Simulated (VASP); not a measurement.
TaSi2:

```
CELL_PARAMETERS angstrom
4.78390 0.00000 0.00000
-2.39195 4.14298 0.00000
0.00000 0.00000 6.57000
ATOMIC_POSITIONS crystal
Ta 0.00000 0.50000 0.33333
Ta 0.50000 0.50000 0.66667
Ta 0.50000 0.00000 0.00000
Si 0.31794 0.15897 0.33333
Si 0.15897 0.84103 0.66667
Si 0.84103 0.68206 0.00000
Si 0.68206 0.84103 0.33333
Si 0.84103 0.15897 0.66667
Si 0.15897 0.31794 0.00000
```

Base run:

* Program: VASP 6.6.1
* Functional: PBEsol
* Potentials or basis: VASP PAW PBE potentials, release 64 (Ta_pv, Si)
* Cutoff: 520 eV
* k mesh: 5 × 5 × 3
* Occupations: fermi-dirac, width 0.05 eV
* Spin: no spin polarisation

Its results: band gap on the k mesh none (metal or under the smearing width); pressure -1.9 GPa; largest force 0.012 eV/Å.

The run is repeated on the same cell with these changes: hubbard terms from none to Ta d U = 6 eV. What comes out?

Band gap on the k mesh none (metal or under the smearing width); pressure 6.8 GPa; largest force 0.146 eV/Å.

Caveats: the PAW data sets were made with another functional, which shifts forces and pressure a little; U without spin polarisation on a metal has little footing (some runs); the U is typed as a test and isn't derived for this compound (some runs).
